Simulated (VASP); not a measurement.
# Nb3Sn (Pm-3n) in VASP: further runs

The runs below take Nb3Sn through relaxation of cell and atoms, with PBE, PBEsol.

Everything below comes from runs of VASP 6.6.1. Logs are shortened: lines on timing, memory, paths and dates and some standing lists are left out, and cuts for length are marked.

## (1) The crystal as given

It takes space group Pm-3n (No. 223, cubic). The conventional cell has a = 5.282 Å, b = 5.282 Å, c = 5.282 Å, α = 90.00°, β = 90.00°, γ = 90.00°. Nb (site symmetry -4m2) has 2 Nb at 2.64 Å and 4 Sn at 2.95 Å as nearest neighbours. Around Sn (site symmetry m-3) lie 12 Nb at 2.95 Å.

## (2) Relaxation of cell and atoms, PBE

INCAR

```
PREC = Accurate ; ENCUT = 300
EDIFF = 1E-6 ; ISMEAR = 1
SIGMA = 0.1 ; LREAL = F
LASPH = T ; NELM = 80
ALGO = Normal ; ISIF = 3
LWAVE = F ; LCHARG = F
GGA = PE ; IBRION = 2
NSW = 90 ; EDIFFG = -0.01
KPAR = 2
```

KPOINTS

```
Automatic mesh
0
Gamma
  4 4 4
```

POSCAR

```
Nb3Sn
1.0
    5.2821000000      0.0000000000      0.0000000000
    0.0000000000      5.2821000000      0.0000000000
    0.0000000000      0.0000000000      5.2821000000
Nb Sn
6 2
Direct
    0.2500000000      0.0000000000      0.5000000000
    0.5000000000      0.7500000000      0.0000000000
    0.7500000000      0.0000000000      0.5000000000
    0.5000000000      0.2500000000      0.0000000000
    0.0000000000      0.5000000000      0.7500000000
    0.0000000000      0.5000000000      0.2500000000
    0.0000000000      0.0000000000      0.0000000000
    0.5000000000      0.5000000000      0.5000000000
```

Potentials or basis: VASP PAW PBE potentials, release 64 (Nb_pv, Sn).

Command:

```bash
$ cat potpaw_PBE.64/Nb_pv/POTCAR potpaw_PBE.64/Sn/POTCAR > POTCAR
$ mpirun -np 2 vasp_std > vasp.out
```

OUTCAR:

```text
PREC = Accurate
   ENCUT = 300
   EDIFF = 1E-6
   ISMEAR = 1
   LREAL = F
   LASPH = T
   NELM = 80
   ISIF = 3
   GGA = PE
   IBRION = 2
   NSW = 90
   EDIFFG = -0.01

 ion  position               nearest neighbor table
   1  0.250  0.000  0.500-   3 2.64   3 2.64   8 2.95   7 2.95   8 2.95   7 2.95   4 3.23   2 3.23
                             4 3.23   2 3.23   5 3.23   6 3.23   6 3.23   5 3.23
   2  0.500  0.750  0.000-   4 2.64   4 2.64   8 2.95   8 2.95   7 2.95   7 2.95   3 3.23   3 3.23
                             1 3.23   1 3.23   6 3.23   5 3.23   6 3.23   5 3.23
   3  0.750  0.000  0.500-   1 2.64   1 2.64   8 2.95   7 2.95   8 2.95   7 2.95   4 3.23   2 3.23
                             4 3.23   2 3.23   5 3.23   6 3.23   6 3.23   5 3.23
   4  0.500  0.250  0.000-   2 2.64   2 2.64   8 2.95   8 2.95   7 2.95   7 2.95   3 3.23   1 3.23
                             3 3.23   1 3.23   6 3.23   5 3.23   6 3.23   5 3.23
   5  0.000  0.500  0.750-   6 2.64   6 2.64   8 2.95   7 2.95   7 2.95   8 2.95   3 3.23   4 3.23
                             1 3.23   3 3.23   1 3.23   2 3.23   4 3.23   2 3.23
   6  0.000  0.500  0.250-   5 2.64   5 2.64   8 2.95   7 2.95   7 2.95   8 2.95   3 3.23   4 3.23
                             1 3.23   3 3.23   1 3.23   2 3.23   4 3.23   2 3.23
   7  0.000  0.000  0.000-   1 2.95   2 2.95   3 2.95   4 2.95   5 2.95   6 2.95   1 2.95   3 2.95
                             5 2.95   6 2.95   2 2.95   4 2.95
   8  0.500  0.500  0.500-   1 2.95   2 2.95   3 2.95   4 2.95   5 2.95   6 2.95   2 2.95   4 2.95
                             1 2.95   3 2.95   5 2.95   6 2.95

  LATTYP: Found a simple cubic cell.
 ALAT       =     5.2821000000

  Lattice vectors:

 A1 = (   5.2821000000,   0.0000000000,   0.0000000000)
 A2 = (   0.0000000000,   5.2821000000,   0.0000000000)
 A3 = (   0.0000000000,   0.0000000000,   5.2821000000)

Analysis of symmetry for initial positions (statically):
=====================================================================
 Subroutine PRICEL returns:
 Original cell was already a primitive cell.

 Routine SETGRP: Setting up the symmetry group for a
 simple cubic supercell.

 Subroutine GETGRP returns: Found 48 space group operations
 (whereof 24 operations were pure point group operations)
 out of a pool of 48 trial point group operations.

The static configuration has the point symmetry T_h .
 The point group associated with its full space group is O_h .

Analysis of symmetry for dynamics (positions and initial velocities):
=====================================================================
 Subroutine PRICEL returns:
 Original cell was already a primitive cell.

 Routine SETGRP: Setting up the symmetry group for a
 simple cubic supercell.

 Subroutine GETGRP returns: Found 48 space group operations
 (whereof 24 operations were pure point group operations)
 out of a pool of 48 trial point group operations.

The dynamic configuration has the point symmetry T_h .
 The point group associated with its full space group is O_h .

 Subroutine INISYM returns: Found 48 space group operations
 (whereof 24 operations are pure point group operations),
 and found     1 'primitive' translations

----------------------------------------------------------------------------------------

                                     Primitive cell

  volume of cell :     147.3737

  direct lattice vectors                    reciprocal lattice vectors
     5.282100000  0.000000000  0.000000000     0.189318642  0.000000000  0.000000000
     0.000000000  5.282100000  0.000000000     0.000000000  0.189318642  0.000000000
     0.000000000  0.000000000  5.282100000     0.000000000  0.000000000  0.189318642

  length of vectors
     5.282100000  5.282100000  5.282100000     0.189318642  0.189318642  0.189318642

  position of ions in fractional coordinates (direct lattice)
     0.250000000  0.000000000  0.500000000
     0.500000000  0.750000000  0.000000000
     0.750000000  0.000000000  0.500000000
     0.500000000  0.250000000  0.000000000
     0.000000000  0.500000000  0.750000000
     0.000000000  0.500000000  0.250000000
     0.000000000  0.000000000  0.000000000
     0.500000000  0.500000000  0.500000000

  ion indices of the primitive-cell ions
   primitive index   ion index
                 1           1
                 2           2
                 3           3
                 4           4
                 5           5
                 6           6
                 7           7
                 8           8

----------------------------------------------------------------------------------------

 KPOINTS: Automatic mesh

Automatic generation of k-mesh.
 Grid dimensions read from file:
 generate k-points for:    4    4    4

 Generating k-lattice:

  Cartesian coordinates                     Fractional coordinates (reciprocal lattice)
     0.047329661  0.000000000  0.000000000     0.250000000  0.000000000  0.000000000
[... 20 lines left out ...]
  0.500000  0.250000  0.000000     12.000000
  0.500000  0.500000  0.000000      3.000000
  0.250000  0.250000  0.250000      8.000000
  0.500000  0.250000  0.250000     12.000000
  0.500000  0.500000  0.250000      6.000000
  0.500000  0.500000  0.500000      1.000000
   k-points           NKPTS =     10   k-points in BZ     NKDIM =     10   number of bands    NBANDS=     44
   number of dos      NEDOS =    301   number of ions     NIONS =      8
   total plane-waves  NPLWV =  27000
   dimension x,y,z NGX =    30 NGY =   30 NGZ =   30
   dimension x,y,z NGXF=    60 NGYF=   60 NGZF=   60
   ions per type =               6   2
   NGX,Y,Z   is equivalent  to a cutoff of   9.44,  9.44,  9.44 a.u.
   NGXF,Y,Z  is equivalent  to a cutoff of  18.88, 18.88, 18.88 a.u.
 SYSTEM =  unknown system
   PREC   = accura    normal or accurate (medium, high low for compatibility)
   ISTART =      0    job   : 0-new  1-cont  2-samecut
   ICHARG =      2    charge: 1-file 2-atom 10-const
   ISPIN  =      1    spin polarized calculation?
   LNONCOLLINEAR =      F non collinear calculations
   LSORBIT =      F    spin-orbit coupling
   LASPH  =      T    aspherical Exc in radial PAW
   ENCUT  =  300.0 eV  22.05 Ry    4.70 a.u.   7.46  7.46  7.46*2*pi/ulx,y,z
   NELM   =     80;   NELMIN=  2; NELMDL= -5     # of ELM steps
   EDIFF  = 0.1E-05   stopping-criterion for ELM
   LREAL  =      F    real-space projection
   EDIFFG = -.1E-01   stopping-criterion for IOM
   NSW    =     90    number of steps for IOM
   IBRION =      2    ionic relax: 0-MD 1-quasi-New 2-CG
   NFREE  =      1    steps in history (QN), initial steepest desc. (CG)
   ISIF   =      3    stress and relaxation
   ISYM   =      2    0-nonsym 1-usesym 2-fastsym
   POTIM  = 0.5000    time-step for ionic-motion
   TEBEG  =    0.0;   TEEND  =   0.0 temperature during run
   PSTRESS=    0.0 pullay stress
   NELECT =      74.0000    total number of electrons
   NUPDOWN=      -1.0000    fix difference up-down
   EMIN   =  10.00;   EMAX   =-10.00  energy-range for DOS
   EFERMI =   0.00;   METHOD = LEGACY
   ISMEAR =     1;   SIGMA  =   0.10  broadening in eV -4-tet -1-fermi 0-gaus
   EFERMI_NEDOS =   21; number of points for ismear=-14 and -15
   IALGO  =     38    algorithm
   IMIX   =      4    mixing-type and parameters
     AMIX     =   0.40;   BMIX     =  1.00
     AMIX_MAG =   1.60;   BMIX_MAG =  1.00
  volume/ion in A,a.u.               =      18.42       124.32
  Fermi-wavevector in a.u.,A,eV,Ry     =   1.301204  2.458919 23.036464  1.693132
  Thomas-Fermi vector in A             =   2.432353
   LORBIT       =      0    0 simple, 1 ext, 2 COOP (PROOUT), +10 PAW based schemes
   GGA     = PE    functional components
   LHFCALC =     F    Hartree Fock is set to
   AEXX    =    0.0000 exact exchange contribution
   IVDW    =     0    specifies the selected vdW correction
   LEPSILON=     F    determine dielectric tensor
   LRPA    =     F    only Hartree local field effects (RPA)
 conjugate gradient relaxation of ions
 non-spin polarized calculation
 Methfessel and Paxton  Order N= 1 SIGMA  =   0.10
  energy-cutoff  :      300.00
  volume of cell :      147.37
 maximum number of plane-waves:      1763
 NGX is ok and might be reduce to    30
   NGX = 15   NGY = 15   NGZ = 15

--------------------------------------- Ionic step        1  -------------------------------------------

 number of electron      73.9999867 magnetization

 Free energy of the ion-electron system (eV)
  ---------------------------------------------------
  ext. energy  EPLUGINS =         0.00000000
  ---------------------------------------------------
  free energy    TOTEN  =       -69.51336881 eV

  energy without entropy =      -69.49870518  energy(sigma->0) =      -69.50848093

------------------------ aborting loop because EDIFF is reached ----------------------------------------

  FORCE on cell =-STRESS in cart. coord.  units (eV):
  Direction    XX          YY          ZZ          XY          YZ          ZX
  --------------------------------------------------------------------------------------
  -------------------------------------------------------------------------------------
  Total        3.8944668      3.8944668      3.8944668     -0.0000000     -0.0000000     -0.0000000
  in kB       42.3388185     42.3388185     42.3388185     -0.0000000     -0.0000000     -0.0000000
  external PRESSURE =      42.3388185 kB  Pullay stress =       0.0000000 kB
[... 69 lines left out ...]
  energy  without entropy=      -69.3800926069  energy(sigma->0) =      -69.39552204

--------------------------------------- Ionic step        3  -------------------------------------------

 number of electron      73.9999932 magnetization

 Free energy of the ion-electron system (eV)
  ---------------------------------------------------
  ext. energy  EPLUGINS =         0.00000000
  ---------------------------------------------------
  free energy    TOTEN  =       -69.55987307 eV

  energy without entropy =      -69.54042281  energy(sigma->0) =      -69.55338965

 E-fermi :   5.7270     XC(G=0): -12.1374

 val. band max:        5.6945377698   @ k =   0.2500   0.0000   0.0000
 cond. band min:       5.7277121385   @ k =   0.5000   0.2500   0.2500
 fundamental gap:      0.0331743686
 Fermi energy:         5.7270315092

 k-point     1 :       0.0000    0.0000    0.0000
  band No.  band energies     occupation
      1     -25.8362      2.00000
      2     -25.8362      2.00000
      3     -25.7071      2.00000
      4     -25.1405      2.00000
      5     -25.1405      2.00000
      6     -25.1405      2.00000
[... 494 lines left out ...]
  FREE ENERGIE OF THE ION-ELECTRON SYSTEM (eV)
  ---------------------------------------------------
  free  energy   TOTEN  =       -69.5598730716 eV

  energy  without entropy=      -69.5404228090  energy(sigma->0) =      -69.55338965

 reached required accuracy - stopping structural energy minimisation
```

Run time: 54 s. Hardware: 2 MPI ranks of AMD EPYC 7R13 (Zen 3), shared host; peak memory 0.15 GiB.

What came out:

```yaml
Free_energy: -69.5599 eV
Relaxed_volume: 18.88 Å³/atom
Relaxed_cell: a = 5.325 Å, b = 5.325 Å, c = 5.325 Å, α = 90.00°, β = 90.00°, γ = 90.00°
Space_group_after_relaxing_to_0.05_Å: Pm-3n (No. 223)
Energy_gained_by_relaxing: 5.8 meV/atom
Ionic_steps: 3
Pressure_after_relaxing: -0.1 GPa
Band_gap_on_the_k_mesh: none (metal or under the smearing width)
```

The path:
```tsv
step	energy change (eV)	largest force (eV/Å)	pressure (GPa)	volume (Å³)
1	0.0000	0.0000	4.23	147.37
2	0.1101	0.0000	-6.85	158.00
3	-0.0465	0.0000	-0.05	151.02
```

Final structure:
```
Nb Sn
1.0
     5.32536    0.00000    0.00000
     0.00000    5.32536    0.00000
     0.00000    0.00000    5.32536
Nb Sn
6 2
Cartesian
  1.3313 0.0000 2.6627
  2.6627 3.9940 0.0000
  3.9940 0.0000 2.6627
  2.6627 1.3313 0.0000
  0.0000 2.6627 3.9940
  0.0000 2.6627 1.3313
  0.0000 0.0000 0.0000
  2.6627 2.6627 2.6627
```

Levels at points of the mesh, in eV from the Fermi level:
```
           k point  band 35  band 36  band 37  band 38  band 39  band 40
(0.00, 0.00, 0.00)    -0.57    -0.57    -0.11    -0.11     2.27     2.27
(0.50, 0.00, 0.00)    -0.85    -0.85    -0.43    -0.43     1.42     1.42
(0.50, 0.50, 0.00)     0.14     0.16     0.16     0.55     0.56     0.56
(0.50, 0.50, 0.50)     0.01     0.01     0.05     0.05     0.05     0.05
```

PBE usually gives volumes a little too large and moduli too small. Zero-point motion and thermal expansion aren't in these numbers.

## (3) Relaxation of cell and atoms, PBE

This run uses another cell than the first one, of 18.88 Å³/atom, 1.025 times its volume.

INCAR

```
PREC = Accurate ; ENCUT = 300
EDIFF = 1E-7 ; ISMEAR = 1
SIGMA = 0.1 ; LREAL = F
LASPH = T ; NELM = 80
ALGO = Normal ; ISIF = 3
LWAVE = F ; LCHARG = F
GGA = PE ; IBRION = 2
NSW = 90 ; EDIFFG = -0.005
KPAR = 2
```

KPOINTS is that of step 2.

POSCAR

```
Nb3Sn                                   
1.0
    5.3253575757      0.0000000000     -0.0000000000
   -0.0000000000      5.3253575757     -0.0000000000
   -0.0000000000     -0.0000000000      5.3253575757
  Nb              Sn            
     6     2
Direct
     0.2500000000000000    0.0000000000000000    0.5000000000000000
     0.5000000000000000    0.7500000000000000    0.0000000000000000
     0.7500000000000000    0.0000000000000000    0.5000000000000000
     0.5000000000000000    0.2500000000000000    0.0000000000000000
     0.0000000000000000    0.5000000000000000    0.7500000000000000
     0.0000000000000000    0.5000000000000000    0.2500000000000000
     0.0000000000000000    0.0000000000000000    0.0000000000000000
     0.5000000000000000    0.5000000000000000    0.5000000000000000
```

Potentials or basis: VASP PAW PBE potentials, release 64 (Nb_pv, Sn).

Command:

```bash
$ cat potpaw_PBE.64/Nb_pv/POTCAR potpaw_PBE.64/Sn/POTCAR > POTCAR
$ mpirun -np 2 vasp_std > vasp.out
```

Run time: 22 s. Hardware: 2 MPI ranks of AMD EPYC 7R13 (Zen 3), shared host; peak memory 0.15 GiB.

It converged, with:

```yaml
Free_energy: -69.5716 eV
Pressure_after_relaxing: 0.0 GPa
Band_gap_on_the_k_mesh: none (metal or under the smearing width)
```

Final structure:
```
CELL_PARAMETERS angstrom
5.32536 0.00000 0.00000
0.00000 5.32536 0.00000
0.00000 0.00000 5.32536
ATOMIC_POSITIONS crystal
Nb 0.25000 0.00000 0.50000
Nb 0.50000 0.75000 0.00000
Nb 0.75000 0.00000 0.50000
Nb 0.50000 0.25000 0.00000
Nb 0.00000 0.50000 0.75000
Nb 0.00000 0.50000 0.25000
Sn 0.00000 0.00000 0.00000
Sn 0.50000 0.50000 0.50000
```

Levels at points of the mesh, in eV from the Fermi level:
```tsv
k point	band 35	band 36	band 37	band 38	band 39	band 40
(0.00, 0.00, 0.00)	-0.57	-0.57	-0.11	-0.11	2.27	2.27
(0.50, 0.00, 0.00)	-0.85	-0.85	-0.43	-0.43	1.42	1.42
(0.50, 0.50, 0.00)	0.14	0.16	0.16	0.55	0.56	0.56
(0.50, 0.50, 0.50)	0.01	0.01	0.05	0.05	0.05	0.05
```

Caveat: the relaxation stopped at its first step, so nothing moved.

## (4) Relaxation of cell and atoms, PBEsol

INCAR

```
PREC = Accurate ; ENCUT = 600
EDIFF = 1E-6 ; ISMEAR = 1
SIGMA = 0.1 ; LREAL = F
LASPH = T ; NELM = 80
ALGO = Normal ; ISIF = 3
LWAVE = F ; LCHARG = F
GGA = PS ; IBRION = 2
NSW = 90 ; EDIFFG = -0.01
KPAR = 4
```

KPOINTS

```
regular mesh
0
Gamma
  8 8 8
```

POSCAR

```
Nb3Sn
1.0
    5.2821000000      0.0000000000      0.0000000000
    0.0000000000      5.2821000000      0.0000000000
    0.0000000000      0.0000000000      5.2821000000
Nb Sn
6 2
Direct
    0.2500000000      0.0000000000      0.5000000000
    0.5000000000      0.7500000000      0.0000000000
    0.7500000000      0.0000000000      0.5000000000
    0.5000000000      0.2500000000      0.0000000000
    0.0000000000      0.5000000000      0.7500000000
    0.0000000000      0.5000000000      0.2500000000
    0.0000000000      0.0000000000      0.0000000000
    0.5000000000      0.5000000000      0.5000000000
```

Potentials or basis: VASP PAW PBE potentials, release 64 (Nb_sv, Sn_d).

Command:

```bash
$ cat potpaw_PBE.64/Nb_sv/POTCAR potpaw_PBE.64/Sn_d/POTCAR > POTCAR
$ mpirun -np 4 vasp_std > vasp.out
```

Run time: 3.6 min. Hardware: 4 MPI ranks of AMD EPYC 9R45 (Zen 5), shared host; peak memory 0.45 GiB.

It converged, with:

| Quantity | Value |
| --- | --- |
| Free energy | -75.9325 eV |
| Relaxed volume | 18.16 Å³/atom |
| Relaxed cell | a = 5.257 Å, b = 5.257 Å, c = 5.257 Å, α = 90.00°, β = 90.00°, γ = 90.00° |
| Space group after relaxing (to 0.05 Å) | Pm-3n (No. 223) |
| Energy gained by relaxing | 2.1 meV/atom |
| Ionic steps | 3 |
| Pressure after relaxing | 0.0 GPa |
| Band gap on the k mesh | none (metal or under the smearing width) |

Step by step:
```
step  energy change (eV)  largest force (eV/Å)  pressure (GPa)  volume (Å³)
   1              0.0000                0.0000           -2.47       147.37
   2              0.0428                0.0000            5.03       141.40
   3             -0.0165                0.0000           -0.03       145.28
```

Final structure:
```
CELL_PARAMETERS angstrom
5.25700 0.00000 0.00000
0.00000 5.25700 0.00000
0.00000 0.00000 5.25700
ATOMIC_POSITIONS crystal
Nb 0.25000 0.00000 0.50000
Nb 0.50000 0.75000 0.00000
Nb 0.75000 0.00000 0.50000
Nb 0.50000 0.25000 0.00000
Nb 0.00000 0.50000 0.75000
Nb 0.00000 0.50000 0.25000
Sn 0.00000 0.00000 0.00000
Sn 0.50000 0.50000 0.50000
```

Levels at points of the mesh, in eV from the Fermi level:
```csv
k point,band 51,band 52,band 53,band 54,band 55,band 56
"(0.00, 0.00, 0.00)",-0.55,-0.55,-0.06,-0.06,2.43,2.43
"(0.50, 0.00, 0.00)",-0.86,-0.86,-0.36,-0.36,1.57,1.57
"(0.50, 0.50, 0.00)",0.16,0.16,0.22,0.59,0.66,0.66
"(0.50, 0.50, 0.50)",0.03,0.03,0.15,0.15,0.15,0.15
```

Caveat: the PAW data sets were made with another functional, which shifts forces and pressure a little.

## (5) Relaxation of cell and atoms, PBEsol

This run uses another cell than the first one, of 18.16 Å³/atom, 0.986 times its volume.

INCAR

```
PREC = Accurate ; ENCUT = 600
EDIFF = 1E-7 ; ISMEAR = 1
SIGMA = 0.1 ; LREAL = F
LASPH = T ; NELM = 80
ALGO = Normal ; ISIF = 3
LWAVE = F ; LCHARG = F
GGA = PS ; IBRION = 2
NSW = 90 ; EDIFFG = -0.005
KPAR = 4
```

KPOINTS is that of step 4.

POSCAR

```
Nb3Sn                                   
1.0
    5.2569992690     -0.0000000000      0.0000000000
   -0.0000000000      5.2569992690     -0.0000000000
    0.0000000000      0.0000000000      5.2569992690
  Nb              Sn            
     6     2
Direct
     0.2500000000000000    0.0000000000000000    0.5000000000000000
     0.5000000000000000    0.7500000000000000    0.0000000000000000
     0.7500000000000000    0.0000000000000000    0.5000000000000000
     0.5000000000000000    0.2500000000000000    0.0000000000000000
     0.0000000000000000    0.5000000000000000    0.7500000000000000
     0.0000000000000000    0.5000000000000000    0.2500000000000000
     0.0000000000000000    0.0000000000000000    0.0000000000000000
     0.5000000000000000    0.5000000000000000    0.5000000000000000
```

Command:

```bash
$ cat potpaw_PBE.64/Nb_sv/POTCAR potpaw_PBE.64/Sn_d/POTCAR > POTCAR
$ mpirun -np 4 vasp_std > vasp.out
```

Wall time 89 s (4 MPI ranks of AMD EPYC 9R45 (Zen 5), shared host); peak memory 0.43 GiB.

The run converged. Its results:

```
Free energy             : -75.9316 eV
Pressure after relaxing : 0.0 GPa
Band gap on the k mesh  : none (metal or under the smearing width)
```

Final structure:
```
Nb Sn
1.0
     5.25700    0.00000    0.00000
     0.00000    5.25700    0.00000
     0.00000    0.00000    5.25700
Nb Sn
6 2
Cartesian
  1.3142 0.0000 2.6285
  2.6285 3.9427 0.0000
  3.9427 0.0000 2.6285
  2.6285 1.3142 0.0000
  0.0000 2.6285 3.9427
  0.0000 2.6285 1.3142
  0.0000 0.0000 0.0000
  2.6285 2.6285 2.6285
```

Levels at points of the mesh, in eV from the Fermi level:
| k point | band 51 | band 52 | band 53 | band 54 | band 55 | band 56 |
| --- | --- | --- | --- | --- | --- | --- |
| (0.00, 0.00, 0.00) | -0.55 | -0.55 | -0.06 | -0.06 | 2.43 | 2.43 |
| (0.50, 0.00, 0.00) | -0.86 | -0.86 | -0.36 | -0.36 | 1.57 | 1.57 |
| (0.50, 0.50, 0.00) | 0.16 | 0.16 | 0.22 | 0.59 | 0.66 | 0.66 |
| (0.50, 0.50, 0.50) | 0.03 | 0.03 | 0.15 | 0.15 | 0.15 | 0.15 |

Caveat: the relaxation stopped at its first step, so nothing moved; the PAW data sets were made with another functional, which shifts forces and pressure a little.
